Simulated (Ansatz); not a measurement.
**Energy ranking of MnAs structures**

Theory: DFT PBE, scalar-relativistic, plane waves, PAW (Ansatz). All cells share a 420 eV cutoff and Γ-centred k meshes spaced at most 0.3 Å⁻¹ (0.19 for metals, 2π included).

These are static lattice energies at zero pressure. Larger cells and other orderings weren't all tried, so the list isn't exhaustive. The k mesh leaves about 4 meV/atom of noise in metals. Magnetic atoms first started from parallel or listed moments, and other orders weren't tried. The functional can misorder magnetic and non-magnetic phases.

| # | started from | space group | atoms | V (Å³/atom) | ΔE (meV/atom) | gap on mesh (eV) | net m per atom / largest site m (μB) |
| --- | --- | --- | --- | --- | --- | --- | --- |
| 1 | database cell | Pnma (No. 62) | 8 | 14.3 | 0 | 0.00 | 0.90 / 1.88 |
| 2 | database cell | P6_3/mmc (No. 194) | 4 | 15.9 | 36 | 0.00 | 1.42 / 2.85 |
| 3 | CoSn type | P6/mmm (No. 191) | 6 | 15.2 | 171 | 0.00 | 1.00 / 1.99 |
| 4 | tungsten carbide type | P-6m2 (No. 187) | 2 | 14.6 | 181 | 0.00 | 0.99 / 2.13 |
| 5 | zinc blende type | F-43m (No. 216) | 2 | 22.8 | 447 | 0.00 | 1.89 / 3.57 |

The lowest structure: Space group Pnma (No. 62), orthorhombic, a = 5.543 Å, b = 3.425 Å, c = 6.011 Å. Around Mn lie 6 As at 2.36–2.59 Å and 4 Mn at 2.85–2.87 Å; around As lie 6 Mn at 2.36–2.59 Å and 2 As at 2.93 Å. Its energy against the elements is -0.25 eV/atom. The zero of energy is the lowest elemental structures computed at the same level; no fitted shifts are applied.

```
Mn As
1.0
     5.54295    0.00000    0.00000
     0.00000    3.42515    0.00000
     0.00000    0.00000    6.01059
Mn As
4 4
Direct
  0.99651 0.75000 0.81087
  0.00349 0.25000 0.18913
  0.49651 0.75000 0.68913
  0.50349 0.25000 0.31087
  0.80428 0.75000 0.41813
  0.19572 0.25000 0.58187
  0.30428 0.75000 0.08187
  0.69572 0.25000 0.91813
```

The second: Space group P6_3/mmc (No. 194), hexagonal, a = 3.655 Å, c = 5.502 Å. Mn has 6 As at 2.52 Å and 2 Mn at 2.75 Å; As is coordinated by 6 Mn at 2.52 Å.